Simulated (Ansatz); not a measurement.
**How far is PAW off for Os?**

```
CELL_PARAMETERS angstrom
2.73410 0.02734 0.02734
-1.34337 2.35413 0.01001
0.04320 0.04320 4.31970
ATOMIC_POSITIONS crystal
Os 0.33333 0.66667 0.25000
Os 0.66667 0.33333 0.75000
```

Atom numbers follow the list: Os1, Os2.

The geometry is COD entry 9017843, unchecked; take it as a test cell. The listed cell was then made from it by scaling, straining or moving an atom.

No spin–orbit coupling, which matters for the heavy atoms here.

Levels of theory: DFT, PBE, PAW with Ansatz's default frozen-core files, scalar-relativistic (Ansatz 0.2.0); DFT, PBE, all-electron PAW with datasets made for the crystal, scalar-relativistic (Ansatz 0.2.0).

For PAW: a Γ-centred 15×15×9 k mesh, Fermi–Dirac smearing of 0.05 eV, cutoff 420 eV, no spin polarisation. The crystal-made all-electron datasets (AE datasets) take a cutoff of 320 eV at this cell. The Ansatz runs share mesh, smearing and spin set-up. Plane-wave (PAW) pressures include the program's estimate of the Pulay term.

Stress and pressure are positive in compression.

The change that made this cell: equal xy, yz and zx engineering shear strains of +2 %.

```
              quantity     PAW  AE datasets
        pressure (GPa)    9.15         9.13
       stress xx (GPa)    8.66         8.64
       stress yy (GPa)    8.90         8.89
       stress zz (GPa)    9.90         9.88
       stress yz (GPa)   -5.35        -5.35
       stress xz (GPa)   -5.36        -5.36
       stress xy (GPa)   -5.57        -5.56
force on Os1, x (eV/Å)  -0.041       -0.041
```

PAW's pressure differs from the AE datasets value by +0.02 GPa.
